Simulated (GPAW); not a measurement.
Ni:

```xyz
1
Lattice="0.0000 1.7376 1.7376 1.7376 0.0000 1.7376 1.7376 1.7376 0.0000" Properties=species:S:1:pos:R:3 pbc="T T T"
Ni    0.0000    0.0000    0.0000
```

```yaml
Program: GPAW 26.7.0
Task: relaxation of cell and atoms
Functional: revPBE
Potentials_or_basis: the program's PAW data sets (release 1.2.1) made for this functional
Cutoff: 600 eV
Basis: pw
k_mesh: 13 × 13 × 13
Occupations: fermi-dirac, width 0.05 eV
Spin: collinear spin, ferromagnetic start
Starting_moments: "[1.0] μB"
```

At the start: pressure 15.3 GPa; volume 10.49 Å³/atom.

Task: Where does the relaxation end?

Result: Over 7 steps the energy falls by 32.3 meV/atom and the volume is 11.24 Å³/atom (+7.1 %); space group Fm-3m (No. 225, to 0.05 Å); moment 0.64 μB per cell.

The path:
| step | energy change (eV) | largest force (eV/Å) | pressure (GPa) | volume (Å³) |
| --- | --- | --- | --- | --- |
| 1 | 0.0000 | 0.0000 | 15.30 | 10.49 |
| 2 | -0.0228 | 0.0000 | 7.86 | 10.81 |
| 3 | -0.0318 | 0.0000 | -1.66 | 11.32 |
| 4 | -0.0319 | 0.0000 | -1.49 | 11.31 |
| 5 | -0.0321 | 0.0000 | -1.19 | 11.29 |
| 6 | -0.0322 | 0.0000 | -0.75 | 11.27 |
| 7 | -0.0323 | 0.0000 | -0.24 | 11.24 |

Final structure:
```
Ni
1.0
     0.00000    1.77769    1.77769
     1.77769    0.00000    1.77769
     1.77769    1.77769    0.00000
Ni
1
Direct
  0.00000 0.00000 0.00000
```

Caveat: each step starts from the last one's moments, so a moment once lost doesn't come back; the stock nickel data set gives pressures a few GPa off other programs; later steps reuse the first step's grids.
